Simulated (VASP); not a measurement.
# KBr (Cm) in VASP: notebook

The runs below take KBr through single point, with LDA.

Program: VASP 6.6.1. These are calculated values, not measurements. Logs are shortened: lines on timing, memory, paths and dates and some standing lists are left out, and cuts for length are marked.

## 1. The cell of the first run

The structure is monoclinic, space group Cm (No. 8). Conventional cell: a = 5.718 Å, b = 5.718 Å, c = 4.043 Å, α = 90.00°, β = 90.00°, γ = 90.00°. Around K (site symmetry m) lie 4 Br at 3.08 to 3.46 Å. Around Br (site symmetry m) lie 4 K at 3.08 to 3.46 Å.

The cell comes from a database or a generator and needn't be the stable form of this composition.

## 2. Single point, LDA (atom 1 (K) moved by (-0.300, -0.300) A along [1 1 0] and z)

The input, INCAR:

```
SYSTEM = KBr
ALGO     = Normal         ! electronic algorithm
EDIFF    = 1E-6           ! SCF threshold, eV
ENCUT    = 520            ! plane-wave cutoff, eV
ISIF     = 2              ! what is computed and relaxed
ISMEAR   = 0              ! smearing method
LASPH    = .True.         ! aspherical terms in the spheres
LCHARG   = .True.         ! write CHGCAR
LELF     = .True.         ! ELF
LREAL    = .False.        ! projectors in reciprocal space
LVHAR    = .True.       
LWAVE    = .False.        ! write WAVECAR
NBANDS   = 15             ! bands
NELM     = 60             ! most SCF steps
PREC     = Accurate       ! precision mode
SIGMA    = 0.05           ! smearing width, eV
```

The input, KPOINTS:

```
k-points
0
Gamma
  6 6 6
  0 0 0
```

The input, POSCAR:

```
KBr
1.0
    4.0434990000      0.0000000000      0.0000000000
    0.0000000000      4.0434990000      0.0000000000
    0.0000000000      0.0000000000      4.0434990000
K Br
1 1
Direct
   -0.0524624921     -0.0524624921     -0.0741931678
    0.5000000000      0.5000000000      0.5000000000
```

Potentials or basis: VASP PAW LDA potentials, release 64 (K_sv, Br).

Launch:

```
> cat potpaw_LDA.64/K_sv/POTCAR potpaw_LDA.64/Br/POTCAR > POTCAR
> mpirun -np 1 vasp_std > vasp.out
```

OUTCAR:

```text
SYSTEM = KBr
   EDIFF = 1E-6
   ENCUT = 520
   ISIF = 2
   ISMEAR = 0
   LASPH = .True.
   LREAL = .False.
   NELM = 60
   PREC = Accurate

 ion  position               nearest neighbor table
   1  0.948  0.948  0.926-   2 3.08
   2  0.500  0.500  0.500-   1 3.08

  LATTYP: Found a simple cubic cell.
 ALAT       =     4.0434990000

  Lattice vectors:

 A1 = (   4.0434990000,   0.0000000000,   0.0000000000)
 A2 = (   0.0000000000,   4.0434990000,   0.0000000000)
 A3 = (   0.0000000000,   0.0000000000,   4.0434990000)

Analysis of symmetry for initial positions (statically):
=====================================================================
 Subroutine PRICEL returns:
 Original cell was already a primitive cell.

 Routine SETGRP: Setting up the symmetry group for a
 simple cubic supercell.

 Subroutine GETGRP returns: Found  2 space group operations
 (whereof  2 operations were pure point group operations)
 out of a pool of 48 trial point group operations.

The static configuration has the point symmetry C_1h.

Analysis of symmetry for dynamics (positions and initial velocities):
=====================================================================
 Subroutine PRICEL returns:
 Original cell was already a primitive cell.

 Routine SETGRP: Setting up the symmetry group for a
 simple cubic supercell.

 Subroutine GETGRP returns: Found  2 space group operations
 (whereof  2 operations were pure point group operations)
 out of a pool of 48 trial point group operations.

The dynamic configuration has the point symmetry C_1h.

 Subroutine INISYM returns: Found  2 space group operations
 (whereof  2 operations are pure point group operations),
 and found     1 'primitive' translations

----------------------------------------------------------------------------------------

                                     Primitive cell

  volume of cell :      66.1107

  direct lattice vectors                    reciprocal lattice vectors
     4.043499000  0.000000000  0.000000000     0.247310559  0.000000000  0.000000000
     0.000000000  4.043499000  0.000000000     0.000000000  0.247310559  0.000000000
     0.000000000  0.000000000  4.043499000     0.000000000  0.000000000  0.247310559

  length of vectors
     4.043499000  4.043499000  4.043499000     0.247310559  0.247310559  0.247310559

  position of ions in fractional coordinates (direct lattice)
     0.947537508  0.947537508  0.925806832
     0.500000000  0.500000000  0.500000000

  ion indices of the primitive-cell ions
   primitive index   ion index
                 1           1
                 2           2

----------------------------------------------------------------------------------------

 KPOINTS: k-points

Automatic generation of k-mesh.
 Grid dimensions read from file:
 generate k-points for:    6    6    6

 Generating k-lattice:

  Cartesian coordinates                     Fractional coordinates (reciprocal lattice)
     0.041218427  0.000000000  0.000000000     0.166666667  0.000000000  0.000000000
     0.000000000  0.041218427  0.000000000     0.000000000  0.166666667  0.000000000
     0.000000000  0.000000000  0.041218427     0.000000000  0.000000000  0.166666667

  Length of vectors
     0.041218427  0.041218427  0.041218427

  Shift w.r.t. Gamma in fractional coordinates (k-lattice)
     0.000000000  0.000000000  0.000000000

 Subroutine IBZKPT returns following result:
 ===========================================

 Found     68 irreducible k-points:

 Following reciprocal coordinates:
            Coordinates               Weight
  0.000000  0.000000  0.000000      1.000000
  0.166667  0.000000  0.000000      4.000000
  0.000000  0.000000  0.166667      2.000000
  0.333333  0.000000  0.000000      4.000000
  0.000000  0.000000  0.333333      2.000000
  0.500000  0.000000  0.000000      2.000000
[... 16 lines left out ...]
 -0.333333  0.333333  0.000000      2.000000
 -0.333333  0.000000  0.333333      4.000000
 [... further k-points ...]
   k-points           NKPTS =     68   k-points in BZ     NKDIM =     68   number of bands    NBANDS=     15
   number of dos      NEDOS =    301   number of ions     NIONS =      2
   total plane-waves  NPLWV =  27000
   dimension x,y,z NGX =    30 NGY =   30 NGZ =   30
   dimension x,y,z NGXF=    60 NGYF=   60 NGZF=   60
   ions per type =               1   1
   NGX,Y,Z   is equivalent  to a cutoff of  12.33, 12.33, 12.33 a.u.
   NGXF,Y,Z  is equivalent  to a cutoff of  24.67, 24.67, 24.67 a.u.
 SYSTEM =  KBr
   PREC   = accura    normal or accurate (medium, high low for compatibility)
   ISTART =      0    job   : 0-new  1-cont  2-samecut
   ICHARG =      2    charge: 1-file 2-atom 10-const
   ISPIN  =      1    spin polarized calculation?
   LNONCOLLINEAR =      F non collinear calculations
   LSORBIT =      F    spin-orbit coupling
   LASPH  =      T    aspherical Exc in radial PAW
   ENCUT  =  520.0 eV  38.22 Ry    6.18 a.u.   7.52  7.52  7.52*2*pi/ulx,y,z
   NELM   =     60;   NELMIN=  2; NELMDL= -5     # of ELM steps
   EDIFF  = 0.1E-05   stopping-criterion for ELM
   LREAL  =      F    real-space projection
   EDIFFG = 0.1E-04   stopping-criterion for IOM
   NSW    =      0    number of steps for IOM
   IBRION =     -1    ionic relax: 0-MD 1-quasi-New 2-CG
   NFREE  =      0    steps in history (QN), initial steepest desc. (CG)
   ISIF   =      2    stress and relaxation
   ISYM   =      2    0-nonsym 1-usesym 2-fastsym
   POTIM  = 0.5000    time-step for ionic-motion
   TEBEG  =    0.0;   TEEND  =   0.0 temperature during run
   PSTRESS=    0.0 pullay stress
   NELECT =      16.0000    total number of electrons
   NUPDOWN=      -1.0000    fix difference up-down
   EMIN   =  10.00;   EMAX   =-10.00  energy-range for DOS
   EFERMI =   0.00;   METHOD = LEGACY
   ISMEAR =     0;   SIGMA  =   0.05  broadening in eV -4-tet -1-fermi 0-gaus
   EFERMI_NEDOS =   21; number of points for ismear=-14 and -15
   IALGO  =     38    algorithm
   IMIX   =      4    mixing-type and parameters
     AMIX     =   0.40;   BMIX     =  1.00
     AMIX_MAG =   1.60;   BMIX_MAG =  1.00
  volume/ion in A,a.u.               =      33.06       223.07
  Fermi-wavevector in a.u.,A,eV,Ry     =   1.020213  1.927923 14.161412  1.040834
  Thomas-Fermi vector in A             =   2.153770
   LORBIT       =      0    0 simple, 1 ext, 2 COOP (PROOUT), +10 PAW based schemes
   GGA     = CA    functional components
   LHFCALC =     F    Hartree Fock is set to
   AEXX    =    0.0000 exact exchange contribution
   IVDW    =     0    specifies the selected vdW correction
   LEPSILON=     F    determine dielectric tensor
   LRPA    =     F    only Hartree local field effects (RPA)
 non-spin polarized calculation
 Gauss-broadening in eV      SIGMA  =   0.05
  energy-cutoff  :      520.00
  volume of cell :       66.11
 maximum number of plane-waves:      1800
   NGX = 15   NGY = 15   NGZ = 15

 number of electron      15.9999996 magnetization

 Free energy of the ion-electron system (eV)
  ---------------------------------------------------
  ext. energy  EPLUGINS =         0.00000000
  ---------------------------------------------------
  free energy    TOTEN  =        -6.64431183 eV

  energy without entropy =       -6.64431183  energy(sigma->0) =       -6.64431183

 E-fermi :  -0.6857     XC(G=0):  -8.2871

 val. band max:       -0.9900749429   @ k =   0.5000   0.5000   0.0000
 cond. band min:       2.5637559588   @ k =   0.0000   0.0000   0.0000
 fundamental gap:      3.5538309016
 Fermi energy:        -0.6857224198

 k-point     1 :       0.0000    0.0000    0.0000
  band No.  band energies     occupation
      1     -29.1387      2.00000
      2     -13.8177      2.00000
      3     -12.8022      2.00000
      4     -12.8016      2.00000
      5     -12.7613      2.00000
      6      -1.2679      2.00000
      7      -1.2608      2.00000
      8      -1.2212      2.00000
      9       2.5638      0.00000
     10       4.7534      0.00000
     11       4.8550      0.00000
     12       8.5560      0.00000
     13       8.7067      0.00000
     14       8.7169      0.00000
     15      10.5286      0.00000

 k-point     2 :       0.1667    0.0000    0.0000
  band No.  band energies     occupation
      1     -29.1358      2.00000
      2     -13.8481      2.00000
      3     -12.8167      2.00000
      4     -12.7970      2.00000
      5     -12.7090      2.00000
      6      -1.8053      2.00000
      7      -1.2451      2.00000
      8      -1.2243      2.00000
      9       3.1951      0.00000
     10       4.9835      0.00000
     11       5.2976      0.00000
     12       8.4604      0.00000
     13       8.5464      0.00000
     14       8.8344      0.00000
     15       9.7683      0.00000

 k-point     3 :       0.0000    0.0000    0.1667
  band No.  band energies     occupation
      1     -29.1358      2.00000
      2     -13.8448      2.00000
      3     -12.8124      2.00000
      4     -12.7966      2.00000
      5     -12.7174      2.00000
      6      -1.8050      2.00000
      7      -1.2431      2.00000
      8      -1.2263      2.00000
      9       3.1945      0.00000
     10       4.9234      0.00000
     11       5.3816      0.00000
     12       8.4852      0.00000
     13       8.5597      0.00000
     14       8.7764      0.00000
     15       9.9477      0.00000

 k-point     4 :       0.3333    0.0000    0.0000
  band No.  band energies     occupation
      1     -29.1301      2.00000
      2     -13.9112      2.00000
      3     -12.8061      2.00000
      4     -12.7868      2.00000
      5     -12.6389      2.00000
      6      -2.6204      2.00000
      7      -1.2202      2.00000
      8      -1.1953      2.00000
      9       4.3739      0.00000
     10       5.4170      0.00000
     11       6.2024      0.00000
     12       7.8675      0.00000
     13       8.5008      0.00000
     14       9.0202      0.00000
     15       9.0958      0.00000
[... 307 lines left out ...]
 k-point    22 :       0.0000    0.3333    0.3333
  band No.  band energies     occupation
      1     -29.1220      2.00000
      2     -13.7787      2.00000
      3     -12.9209      2.00000
      4     -12.7782      2.00000
      5     -12.7018      2.00000
      6      -2.3587      2.00000
      7      -2.1492      2.00000
      8      -1.0989      2.00000
      9       4.6704      0.00000
     10       5.4380      0.00000
     11       7.2108      0.00000
     12       7.4474      0.00000
     13       7.6825      0.00000
     14       8.0599      0.00000
     15      10.1242      0.00000

 k-point    23 :      -0.3333    0.3333    0.0000
  band No.  band energies     occupation
      1     -29.1219      2.00000
      2     -13.7645      2.00000
      3     -12.9261      2.00000
      4     -12.7833      2.00000
      5     -12.7114      2.00000
      6      -2.3617      2.00000
      7      -2.1407      2.00000
      8      -1.0774      2.00000
      9       4.6180      0.00000
     10       5.4149      0.00000
     11       7.0875      0.00000
     12       7.4970      0.00000
     13       8.0094      0.00000
     14       8.1725      0.00000
     15       9.5420      0.00000

 k-point    24 :      -0.3333    0.0000    0.3333
  band No.  band energies     occupation
      1     -29.1220      2.00000
      2     -13.7723      2.00000
      3     -12.9266      2.00000
      4     -12.7785      2.00000
      5     -12.7041      2.00000
      6      -2.3569      2.00000
      7      -2.1378      2.00000
      8      -1.0963      2.00000
      9       4.6387      0.00000
     10       5.3927      0.00000
     11       7.1230      0.00000
     12       7.3966      0.00000
     13       7.9438      0.00000
     14       8.1306      0.00000
     15       9.6416      0.00000

 [... further k-points ...]

------------------------ aborting loop because EDIFF is reached ----------------------------------------

  FORCE on cell =-STRESS in cart. coord.  units (eV):
  Direction    XX          YY          ZZ          XY          YZ          ZX
  --------------------------------------------------------------------------------------
  -------------------------------------------------------------------------------------
  Total       -0.7213024     -0.7213024     -0.7292777      0.1982180      0.2480124      0.2480124
  in kB      -17.4805832    -17.4805832    -17.6738623      4.8037651      6.0105181      6.0105183
  external PRESSURE =     -17.5450096 kB  Pullay stress =       0.0000000 kB

 VOLUME and BASIS-vectors are now :
 -----------------------------------------------------------------------------
  energy-cutoff  :      520.00
  volume of cell :       66.11
      direct lattice vectors                 reciprocal lattice vectors
     4.043499000  0.000000000  0.000000000     0.247310559  0.000000000  0.000000000
     0.000000000  4.043499000  0.000000000     0.000000000  0.247310559  0.000000000
     0.000000000  0.000000000  4.043499000     0.000000000  0.000000000  0.247310559

 POSITION                                       TOTAL-FORCE (eV/Angst)
 -----------------------------------------------------------------------------------
      3.83137      3.83137      3.74350         0.140978      0.140978      0.166070
      2.02175      2.02175      2.02175        -0.140978     -0.140978     -0.166070
 -----------------------------------------------------------------------------------
    total drift:                               -0.000111     -0.000111     -0.000267

  FREE ENERGIE OF THE ION-ELECTRON SYSTEM (eV)
  ---------------------------------------------------
  free  energy   TOTEN  =        -6.6443118292 eV

  energy  without entropy=       -6.6443118292  energy(sigma->0) =       -6.64431183
```

It took 44 s on 1 thread of Intel Xeon Platinum 8488C (Sapphire Rapids), shared host; peak memory 0.18 GiB.

Results:

```
Free energy            : -6.6443 eV
Pressure               : -1.8 GPa
Largest force          : 0.259 eV/Å
Band gap on the k mesh : 3.55 eV, indirect (least direct gap 3.79 eV)
```

Forces on the atoms (eV/Å):
```
K    0.141  0.141  0.166
Br  -0.141 -0.141 -0.166
```

Levels at points of the mesh, in eV from the valence-band top:
| k point | band 5 | band 6 | band 7 | band 8 | band 9 | band 10 | band 11 | band 12 |
| --- | --- | --- | --- | --- | --- | --- | --- | --- |
| (0.00, 0.00, 0.00) | -11.77 | -0.28 | -0.27 | -0.23 | 3.55 | 5.74 | 5.85 | 9.55 |
| (0.50, 0.00, 0.00) | -11.62 | -1.96 | -0.23 | -0.18 | 6.18 | 6.79 | 7.32 | 8.21 |
| (0.00, 0.00, 0.50) | -11.63 | -1.96 | -0.22 | -0.20 | 6.21 | 6.77 | 7.38 | 8.42 |
| (0.50, 0.50, 0.00) | -11.78 | -1.38 | -1.38 | 0.00 | 5.01 | 6.43 | 7.94 | 7.99 |
| (0.00, 0.50, 0.50) | -11.78 | -1.39 | -1.37 | -0.02 | 5.00 | 6.38 | 7.94 | 8.04 |
| (0.50, 0.50, 0.50) | -11.92 | -1.41 | -1.41 | -1.37 | 6.96 | 7.03 | 7.12 | 9.39 |

## 3. Single point, LDA (atom 1 (K) moved by (-0.150, -0.300) A along [1 1 0] and z)

The input, INCAR:

```
SYSTEM = KBr
ALGO = Normal
EDIFF = 1E-6
ENCUT = 520
GGA = CA
ISIF = 2
ISMEAR = 0
LASPH = .True.
LCHARG = .True.
LELF = .True.
LREAL = .False.
LVHAR = .True.
LWAVE = .False.
NBANDS = 15
NELM = 60
PREC = Accurate
SIGMA = 0.05
```

KPOINTS is that of step 2.

POSCAR, as its differences from that of step 2:

```diff
@@ -8,3 +8,3 @@
 Direct
-   -0.0524624921     -0.0524624921     -0.0741931678
+   -0.0262312461     -0.0262312461     -0.0741931678
     0.5000000000      0.5000000000      0.5000000000
```

Potentials or basis: VASP PAW LDA potentials, release 64 (K_sv, Br).

Launch:

```
> cat potpaw_LDA.64/K_sv/POTCAR potpaw_LDA.64/Br/POTCAR > POTCAR
> mpirun -np 1 vasp_std > vasp.out
```

Wall time 53 s (1 thread of Intel Xeon Platinum 8488C (Sapphire Rapids), shared host); peak memory 0.19 GiB.

It converged, with:

| Item | Value |
| --- | --- |
| Free energy | -6.6648 eV |
| Pressure | -2.1 GPa |
| Largest force | 0.139 eV/Å |
| Band gap on the k mesh | 3.52 eV, indirect (least direct gap 3.78 eV) |

Forces in eV/Å, atoms in the order of the input:
```
K    0.058  0.058  0.112
Br  -0.058 -0.058 -0.112
```

Stress tensor (GPa, compression positive):
```
-2.11  0.12  0.27
 0.12 -2.11  0.27
 0.27  0.27 -2.10
```

Levels at points of the mesh, in eV from the valence-band top:
| k point | band 6 | band 7 | band 8 | band 9 | band 10 | band 11 |
| --- | --- | --- | --- | --- | --- | --- |
| (0.00, 0.00, 0.00) | -0.28 | -0.27 | -0.26 | 3.52 | 5.61 | 5.79 |
| (0.50, 0.00, 0.00) | -2.00 | -0.26 | -0.20 | 6.14 | 6.80 | 7.32 |
| (0.00, 0.00, 0.50) | -1.99 | -0.24 | -0.23 | 6.21 | 6.78 | 7.41 |
| (0.50, 0.50, 0.00) | -1.41 | -1.41 | 0.00 | 4.97 | 6.40 | 7.90 |
| (0.00, 0.50, 0.50) | -1.42 | -1.40 | -0.03 | 4.95 | 6.29 | 7.90 |
| (0.50, 0.50, 0.50) | -1.44 | -1.44 | -1.42 | 6.97 | 6.99 | 7.16 |

A k mesh can miss the band edges.
